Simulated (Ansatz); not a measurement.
The system is TiB2.

```
Ti B
1.0
     3.02920    0.00000    0.00000
    -1.51460    2.62336    0.00000
     0.00000    0.00000    3.22840
Ti B
1 2
Direct
  0.00000 0.00000 0.00000
  0.66667 0.33333 0.50000
  0.33333 0.66667 0.50000
```

Program: Ansatz 0.2.0. Alike in all runs: task projected density of states; level LDA+U; potentials or basis Ansatz PAW; no spin polarisation; cell as given; k mesh 10 × 10 × 8; cutoff (eV) 420; smearing fermi-dirac 0.05 eV.

**Question.** Order these runs on this cell by their pressure, lowest first.
A. U Ti d U = 1 eV
B. U Ti d U = 6 eV
C. U Ti d U = 3 eV
D. U Ti d U = 8 eV

**Answer.** A (-10.4 GPa), C (-8.6 GPa), B (-5.7 GPa), D (-3.4 GPa).

Caveats: U without spin polarisation on a metal has little footing; the PAW data sets come from PBE, with cores solved anew for the run's functional, which leaves a small shift of forces and pressure; the U is typed as a test and isn't derived for this compound; the density of states is complete only up to the lowest level of the last band computed.
